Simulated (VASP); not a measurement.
Wanted: the native input for a VASP 6.6.1 run.

```
Task                   : relaxation of cell and atoms
Functional             : optB88-vdW
Potentials or basis    : VASP PAW PBE potentials, release 64 (Pt, S)
Cutoff                 : 600 eV
k mesh                 : 9 × 9 × 5
Occupations            : fermi-dirac, width 0.05 eV
Spin                   : no spin polarisation
Further INCAR settings : ALGO = Fast; EDIFF = 1e-06; IBRION = 2; EDIFFG = -0.01; NSW = 40; ISIF = 3
```

The structure of PtS2 lies in POSCAR:

```
PtS2
1.0
    3.5432000000      0.0000000000      0.0000000000
   -1.7716000000      3.0685012107      0.0000000000
    0.0000000000      0.0000000000      5.0388000000
Pt S
1 2
Direct
    0.0000000000      0.0000000000      0.0000000000
    0.6666666667      0.3333333333      0.7730000000
    0.3333333333      0.6666666667      0.2270000000
```

These files were run (other wordings do the same):

INCAR

```
  PREC = Accurate
  ENCUT = 600
  EDIFF = 1E-6
  ISMEAR = -1
  SIGMA = 0.05
  LREAL = False
  LASPH = True
  NELM = 60
  ALGO = Fast
  ISIF = 3
  LWAVE = False
  LCHARG = False
  GGA = BO
  LUSE_VDW = True
  AGGAC = 0.0
  PARAM1 = 0.1833333333
  PARAM2 = 0.22
  IBRION = 2
  NSW = 40
  EDIFFG = -0.01
```

KPOINTS

```
Automatic mesh
0
Gamma
  9 9 5
```

Potentials or basis: VASP PAW PBE potentials, release 64 (Pt, S).

The run is started by

```bash
$ cat potpaw_PBE.64/Pt/POTCAR potpaw_PBE.64/S/POTCAR > POTCAR
$ mpirun -np 1 vasp_std > vasp.out
```

It gave:

```json
{
  "Relaxed volume": "18.95 Å³/atom",
  "Relaxed cell": "a = 3.597 Å, b = 3.597 Å, c = 5.075 Å, α = 90.00°, β = 90.00°, γ = 120.00°",
  "Space group after relaxing (to 0.05 Å)": "P-3m1 (No. 164)",
  "Energy gained by relaxing": "69.8 meV/atom",
  "Ionic steps": "18",
  "Pressure after relaxing": "0.0 GPa",
  "Largest force after relaxing": "0.003 eV/Å",
  "Band gap on the k mesh": "0.63 eV, indirect (least direct gap 0.98 eV)"
}
```

Caveat: the PAW data sets were made with another functional, which shifts forces and pressure a little; spin-orbit coupling is left out, which moves the levels of the heavy elements; an odd mesh through Γ misses points on the zone boundary, where band edges often lie.

Wall time 12 min on 1 thread of Intel(R) Xeon(R) Platinum 8488C (Sapphire Rapids) (shared host), peak memory 0.42 GiB.
